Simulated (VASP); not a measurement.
Set up this calculation in VASP 6.6.1, as the native input.

* Task: single point
* Functional: PBE
* Potentials or basis: VASP PAW PBE potentials, release 64 (Sr_sv)
* Cutoff: 520 eV
* k mesh: 6 × 6 × 6
* Occupations: gaussian, width 0.05 eV
* Spin: no spin polarisation
* Dipole correction: no
* Further INCAR settings: ALGO = Normal; EDIFF = 1e-06; NBANDS = 11

The structure of Sr lies in POSCAR:

```
Sr
1.0
   -2.3703829936      2.3703829936      2.3703829936
    2.3703829936     -2.3703829936      2.3703829936
    2.3703829936      2.3703829936     -2.3703829936
Sr
1
Direct
    0.0000000000      0.0000000000      0.0000000000
```

The cell was built by a generator and needn't be a form met in nature.

One way to write it, as run:

INCAR

```
SYSTEM = Sr
PREC = Accurate
ENCUT = 520
EDIFF = 1E-6
ISMEAR = 0
SIGMA = 0.05
LREAL = .False.
LASPH = .True.
NELM = 100
ALGO = Normal
ISIF = 2
LWAVE = .False.
LCHARG = .False.
GGA = PE
NBANDS = 11
```

KPOINTS

```
regular mesh
0
Gamma
  6 6 6
  0 0 0
```

Potentials or basis: VASP PAW PBE potentials, release 64 (Sr_sv).

Run with:

```bash
$ cat potpaw_PBE.64/Sr_sv/POTCAR > POTCAR
$ mpirun -np 1 vasp_std > vasp.out
```

It gave:

```
Pressure               : 0.0 GPa
Band gap on the k mesh : none (metal or under the smearing width)
```

Run time: 3.3 s on 1 thread of Intel(R) Xeon(R) 6975P-C (Granite Rapids), on a shared host, peak memory 0.17 GiB.
